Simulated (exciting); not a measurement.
A run of exciting (release sodium):

input.xml

```xml
<input>
  <title>Hg</title>
  <structure speciespath="./" tshift="false">
    <crystal scale="1">
      <basevect>-3.546517871012 3.546517871012 3.622311799348</basevect>
      <basevect>3.546517871012 -3.546517871012 3.622311799348</basevect>
      <basevect>3.546517871012 3.546517871012 -3.622311799348</basevect>
    </crystal>
    <species speciesfile="Hg.xml" rmt="2.3">
      <atom coord="0.500000000000 0.500000000000 0.000000000000"/>
    </species>
  </structure>
  <groundstate do="fromscratch" ngridk="10 10 10" rgkmax="9" gmaxvr="14" lmaxapw="10" lmaxmat="10" lmaxvr="8" xctype="GGA_PBE_SOL" stype="Fermi Dirac" swidth="0.00183747" nempty="8" ValenceRelativity="iora*" epsengy="1e-05" epspot="1e-05" maxscl="60" tforce="true" outputlevel="normal"/>
</input>
```

Potentials or basis: all-electron LAPW+lo, shipped species files, valence relativity iora*.

Run with:

```console
$ OMP_NUM_THREADS=1 exciting_smp
```

Hardware: 1 thread of AMD EPYC 9R45 96-Core Processor (Zen 5), on a shared host.

**Question.** Estimate the wall time of this run.

**Answer.** Wall time 28 s on 1 thread of AMD EPYC 9R45 96-Core Processor (Zen 5), on a shared host, peak memory 0.11 GiB. Counts: scf iterations 12, plane waves 194.
